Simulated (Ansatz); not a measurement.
## Phonon dispersion of BiTe

Theory: DFT PBE, scalar-relativistic, plane waves, PAW (Ansatz). Settings: 420 eV plane-wave cutoff, Γ-centred 12×12×12 mesh, Fermi-Dirac smearing of 0.15 eV. No spin polarisation. Phonons by linear response, acoustic sum rule imposed.

Relaxed structure:
```yaml
crystal:
  lattice:
    - [0.00000, 3.25488, 3.25488]
    - [3.25488, 0.00000, 3.25488]
    - [3.25488, 3.25488, 0.00000]
  atoms:
    - { symbol: Bi, position: [0.00000, 0.00000, 0.00000] }
    - { symbol: Te, position: [0.50000, 0.50000, 0.50000] }
```

In a metal, frequencies and elastic constants depend on the k mesh and the smearing, soft modes and shear constants most. Some empty bands missed the eigensolver's threshold. Spin–orbit coupling is left out, which matters for heavy elements.

Force constants from linear response on a 4×4×4 q mesh.

Path: Γ–X–U | K–Γ–L–W–X. Distance along the path (Å⁻¹), then the branches (cm⁻¹, negative for imaginary):
```
0.000  0 0 0 85 85 85
0.121  -8 -8 22 82 82 84
0.241  -10 -10 43 76 76 84
0.362  7 7 59 73 73 88
0.483  15 15 66 74 74 91
0.603  14 14 66 72 72 87
0.724  11 11 61 67 67 71
0.845  12 12 47 58 60 60
0.965  11 11 33 56 58 58
1.008  13 14 33 56 58 58
1.050  18 20 32 56 57 58
1.093  23 27 31 56 56 60
1.136  29 30 34 55 56 61
1.179  28 36 40 55 57 63
1.221  27 42 47 55 57 66
1.264  26 47 53 56 58 70
1.306  25 50 58 59 60 74
1.306  25 50 58 59 60 74
1.434  24 54 62 69 75 86
1.562  24 58 63 76 84 95
1.690  20 58 62 76 82 96
1.818  9 53 61 68 73 93
1.946  -14 43 53 64 65 88
2.074  -15 28 36 70 72 85
2.202  -9 13 17 81 81 85
2.330  0 0 0 85 85 85
2.435  7 7 12 82 82 85
2.539  16 16 24 74 74 85
2.644  28 28 38 64 64 87
2.748  40 40 51 58 58 89
2.853  48 48 62 62 64 93
2.957  53 53 73 73 75 98
3.062  58 58 82 82 82 102
3.166  60 60 84 85 85 103
3.251  59 59 82 84 84 102
3.337  57 58 77 82 83 100
3.422  54 55 70 79 79 97
3.507  51 53 63 73 75 94
3.593  47 48 58 66 72 92
3.678  39 41 58 60 70 90
3.763  31 32 58 58 69 88
3.849  28 28 58 58 69 88
3.909  26 29 57 59 68 86
3.969  22 29 55 58 65 82
4.029  18 29 54 58 61 76
4.090  14 29 54 54 57 69
4.150  12 30 44 55 57 63
4.210  11 31 32 56 56 60
4.271  11 19 32 56 57 58
4.331  11 11 33 56 58 58
```

Cost: 1 run of about 47 core-minutes, on Intel Xeon Processor @ 2.70GHz (shared hosts).